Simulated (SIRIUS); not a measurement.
Write the native input for SIRIUS 7.12.0 that does the following.

```
Task                                        : band structure
Functional                                  : PBE
Potentials or basis                         : all-electron FP-LAPW (ZORA valence)
Cutoff                                      : 164 eV
Basis                                       : apw+lo standard
k mesh                                      : 10 × 10 × 5
Occupations                                 : fermi-dirac, width 0.05 eV
Spin                                        : no spin polarisation
Muffin tin radii                            : Hf 2.65 bohr
Basis cutoff (gk_cutoff)                    : 3.47 1/bohr
Cutoff of density and potential (pw_cutoff) : 20 1/bohr
lmax of the basis                           : 11
lmax of density and potential               : 8
Valence relativity                          : zora
Core states                                 : Hf 1s2s2p3s3p3d4s4p4d
Local orbitals (radial functions)           : Hf 17
Reference energy of the basis               : 0.32 Ha
Smallest sphere radius times basis cutoff   : 9.2
Core relativity                             : dirac
Start of the SCF                            : LDA density
```

Hf:

```xyz
2
Lattice="3.1967 0.0000 0.0000 -1.5983 2.7684 0.0000 0.0000 0.0000 5.0578" Properties=species:S:1:pos:R:3 pbc="T T T"
Hf    1.5984    0.9228    3.7934
Hf    0.0000    1.8456    1.2645
```

These files were run (other wordings do the same):

sirius.json

```json
{
  "control": {
    "processing_unit": "cpu",
    "std_evp_solver_name": "lapack",
    "gen_evp_solver_name": "lapack",
    "verbosity": 2,
    "print_forces": true,
    "ortho_rf": true,
    "use_second_variation": true,
    "rmt_max": 3.0,
    "num_bands_to_print": 24,
    "save_wf": true
  },
  "parameters": {
    "electronic_structure_method": "full_potential_lapwlo",
    "xc_functionals": ["XC_GGA_X_PBE", "XC_GGA_C_PBE"],
    "core_relativity": "dirac",
    "valence_relativity": "zora",
    "num_fv_states": 37,
    "smearing": "fermi_dirac",
    "smearing_width": 0.0018374661,
    "pw_cutoff": 20,
    "gk_cutoff": 3.47,
    "lmax_apw": 11,
    "lmax_rho": 8,
    "lmax_pot": 8,
    "num_mag_dims": 0,
    "auto_rmt": 0,
    "ngridk": [10, 10, 5],
    "shiftk": [0, 0, 0],
    "num_dft_iter": 80,
    "energy_tol": 1e-07,
    "density_tol": 1e-05,
    "use_symmetry": true
  },
  "settings": {"tol_ne": 1e-10},
  "iterative_solver": {"type": "exact"},
  "mixer": {"type": "anderson", "beta": 0.5, "max_history": 8},
  "unit_cell": {
    "lattice_vectors": [[6.0408875026, 0.0, 0.0], [-3.0204437513, 5.2315620387, 0.0], [0.0, 0.0, 9.5578567931]],
    "atom_types": ["Hf"],
    "atom_files": {"Hf": "Hf.json"},
    "atoms": {"Hf": [[0.6666666667, 0.3333333333, 0.75], [0.3333333333, 0.6666666667, 0.25]]}
  }
}
```

Hf.json

```json
{
  "name": "hafnium",
  "symbol": "Hf",
  "number": 72,
  "mass": 178.49,
  "rmin": 1e-06,
  "rmt": 2.65,
  "nrmt": 800,
  "rinf": 17.22,
  "core": "1s2s2p3s3p3d4s4p4d",
  "valence": [
    {"basis": [{"enu": 0.12, "dme": 0, "n": 0, "auto": 0}, {"enu": 0.12, "dme": 1, "n": 0, "auto": 0}]},
    {"l": 0, "n": 1, "basis": [{"enu": 0.22, "dme": 0, "n": 0, "auto": 0}]},
    {"l": 1, "n": 2, "basis": [{"enu": 0.22, "dme": 0, "n": 0, "auto": 0}]},
    {"l": 2, "n": 3, "basis": [{"enu": 0.22, "dme": 0, "n": 0, "auto": 0}]},
    {"l": 3, "n": 4, "basis": [{"enu": 0.22, "dme": 0, "n": 0, "auto": 0}]},
    {"l": 4, "n": 5, "basis": [{"enu": 0.22, "dme": 0, "n": 0, "auto": 0}]}
  ],
  "lo": [
    {"l": 0, "basis": [{"enu": 0.22, "dme": 0, "n": 0, "auto": 0}, {"enu": 0.22, "dme": 1, "n": 0, "auto": 0}]},
    {
      "l": 0,
      "basis": [{"enu": -2.1307, "dme": 0, "n": 5, "auto": 1}, {"enu": -2.1307, "dme": 1, "n": 5, "auto": 1}]
    },
    {
      "l": 0,
      "basis": [{"enu": -2.1307, "dme": 1, "n": 5, "auto": 1}, {"enu": 0.22, "dme": 0, "n": 0, "auto": 0}]
    },
    {"l": 0, "basis": [{"enu": 0.22, "dme": 0, "n": 0, "auto": 0}, {"enu": 2.4984, "dme": 0, "n": 0, "auto": 0}]},
    {"l": 1, "basis": [{"enu": 0.22, "dme": 0, "n": 0, "auto": 0}, {"enu": 0.22, "dme": 1, "n": 0, "auto": 0}]},
    {
      "l": 1,
      "basis": [{"enu": -0.983, "dme": 0, "n": 5, "auto": 1}, {"enu": -0.983, "dme": 1, "n": 5, "auto": 1}]
    },
    {"l": 1, "basis": [{"enu": -0.983, "dme": 1, "n": 5, "auto": 1}, {"enu": 0.22, "dme": 0, "n": 0, "auto": 0}]},
    {"l": 1, "basis": [{"enu": 0.22, "dme": 0, "n": 0, "auto": 0}, {"enu": 2.8401, "dme": 0, "n": 0, "auto": 0}]},
    {"l": 2, "basis": [{"enu": 0.22, "dme": 0, "n": 0, "auto": 0}, {"enu": 0.22, "dme": 1, "n": 0, "auto": 0}]},
    {"l": 2, "basis": [{"enu": 0.22, "dme": 1, "n": 0, "auto": 0}, {"enu": 0.22, "dme": 2, "n": 0, "auto": 0}]},
    {"l": 2, "basis": [{"enu": 0.22, "dme": 0, "n": 0, "auto": 0}, {"enu": 2.4414, "dme": 0, "n": 0, "auto": 0}]},
    {"l": 3, "basis": [{"enu": 0.22, "dme": 0, "n": 0, "auto": 0}, {"enu": 0.22, "dme": 1, "n": 0, "auto": 0}]},
    {
      "l": 3,
      "basis": [{"enu": -0.3073, "dme": 0, "n": 4, "auto": 1}, {"enu": -0.3073, "dme": 1, "n": 4, "auto": 1}]
    },
    {
      "l": 3,
      "basis": [{"enu": -0.3073, "dme": 1, "n": 4, "auto": 1}, {"enu": 0.22, "dme": 0, "n": 0, "auto": 0}]
    },
    {"l": 3, "basis": [{"enu": 0.22, "dme": 0, "n": 0, "auto": 0}, {"enu": 3.5237, "dme": 0, "n": 0, "auto": 0}]},
    {"l": 4, "basis": [{"enu": 0.22, "dme": 0, "n": 0, "auto": 0}, {"enu": 0.22, "dme": 1, "n": 0, "auto": 0}]},
    {"l": 4, "basis": [{"enu": 0.22, "dme": 0, "n": 0, "auto": 0}, {"enu": 2.9541, "dme": 0, "n": 0, "auto": 0}]}
  ],
  "free_atom": [... radial grid and density of the free atom, the start of the SCF ...]
}
```

sirius_start.json

```json
{
  "control": {
    "processing_unit": "cpu",
    "std_evp_solver_name": "lapack",
    "gen_evp_solver_name": "lapack",
    "verbosity": 1,
    "print_forces": false,
    "ortho_rf": true,
    "use_second_variation": true,
    "rmt_max": 3.0,
    "num_bands_to_print": 24,
    "save_wf": false
  },
  "parameters": {
    "electronic_structure_method": "full_potential_lapwlo",
    "xc_functionals": ["XC_LDA_X", "XC_LDA_C_PW"],
    "core_relativity": "dirac",
    "valence_relativity": "zora",
    "num_fv_states": 37,
    "smearing": "fermi_dirac",
    "smearing_width": 0.0055123983,
    "pw_cutoff": 20,
    "gk_cutoff": 2.78,
    "lmax_apw": 11,
    "lmax_rho": 8,
    "lmax_pot": 8,
    "num_mag_dims": 0,
    "auto_rmt": 0,
    "ngridk": [4, 4, 2],
    "shiftk": [0, 0, 0],
    "num_dft_iter": 30,
    "energy_tol": 0.01,
    "density_tol": 0.05,
    "use_symmetry": true
  },
  "settings": {"tol_ne": 1e-10},
  "iterative_solver": {"type": "exact"},
  "mixer": {"type": "anderson", "beta": 0.5, "max_history": 8},
  "unit_cell": {
    "lattice_vectors": [[6.0408875026, 0.0, 0.0], [-3.0204437513, 5.2315620387, 0.0], [0.0, 0.0, 9.5578567931]],
    "atom_types": ["Hf"],
    "atom_files": {"Hf": "Hf.json"},
    "atoms": {"Hf": [[0.6666666667, 0.3333333333, 0.75], [0.3333333333, 0.6666666667, 0.25]]}
  }
}
```

sirius_bands.json

```json
{
  "control": {
    "processing_unit": "cpu",
    "std_evp_solver_name": "lapack",
    "gen_evp_solver_name": "lapack",
    "verbosity": 2,
    "print_forces": true,
    "ortho_rf": true,
    "use_second_variation": true,
    "rmt_max": 3.0,
    "num_bands_to_print": 24,
    "save_wf": true
  },
  "parameters": {
    "electronic_structure_method": "full_potential_lapwlo",
    "xc_functionals": ["XC_GGA_X_PBE", "XC_GGA_C_PBE"],
    "core_relativity": "dirac",
    "valence_relativity": "zora",
    "num_fv_states": 37,
    "smearing": "fermi_dirac",
    "smearing_width": 0.0018374661,
    "pw_cutoff": 20,
    "gk_cutoff": 3.47,
    "lmax_apw": 11,
    "lmax_rho": 8,
    "lmax_pot": 8,
    "num_mag_dims": 0,
    "auto_rmt": 0,
    "ngridk": [10, 10, 5],
    "shiftk": [0, 0, 0],
    "num_dft_iter": 80,
    "energy_tol": 1e-07,
    "density_tol": 1e-05,
    "use_symmetry": true
  },
  "settings": {"tol_ne": 1e-10},
  "iterative_solver": {"type": "exact"},
  "mixer": {"type": "anderson", "beta": 0.5, "max_history": 8},
  "unit_cell": {
    "lattice_vectors": [[6.0408875026, 0.0, 0.0], [-3.0204437513, 5.2315620387, 0.0], [0.0, 0.0, 9.5578567931]],
    "atom_types": ["Hf"],
    "atom_files": {"Hf": "Hf.json"},
    "atoms": {"Hf": [[0.6666666667, 0.3333333333, 0.75], [0.3333333333, 0.6666666667, 0.25]]}
  },
  "kpoints_rel": {
    "G": [0.0, 0.0, 0.0],
    "A": [0.0, 0.0, 0.5],
    "H": [0.3333333333, 0.3333333333, 0.5],
    "K": [0.3333333333, 0.3333333333, 0.0],
    "L": [0.5, 0.0, 0.5],
    "M": [0.5, 0.0, 0.0]
  },
  "kpoints_path": ["G", "M", "K", "G", "A", "L", "H", "A"]
}
```

Potentials or basis: all-electron FP-LAPW (ZORA valence), apw+lo standard.

Run with:

```bash
$ OMP_NUM_THREADS=1 sirius.scf --input=sirius_start.json --output=start.json
$ OMP_NUM_THREADS=1 sirius.scf --input=sirius.json --output=output.json --task=1
$ OMP_NUM_THREADS=1 sirius.scf --input=sirius_bands.json --output=bands_out.json --task=2
```

Results of the run:

* Band gap along the path: none (metal or under the smearing width)
* All electrons inside the program's atomic spheres: Hf 70.04 (radii Hf 2.65 bohr)

Caveat: spin-orbit coupling is left out, which moves the levels of the heavy elements.

Wall time 72 s on 1 thread of Arm Neoverse V2 (shared host), peak memory 0.52 GiB.
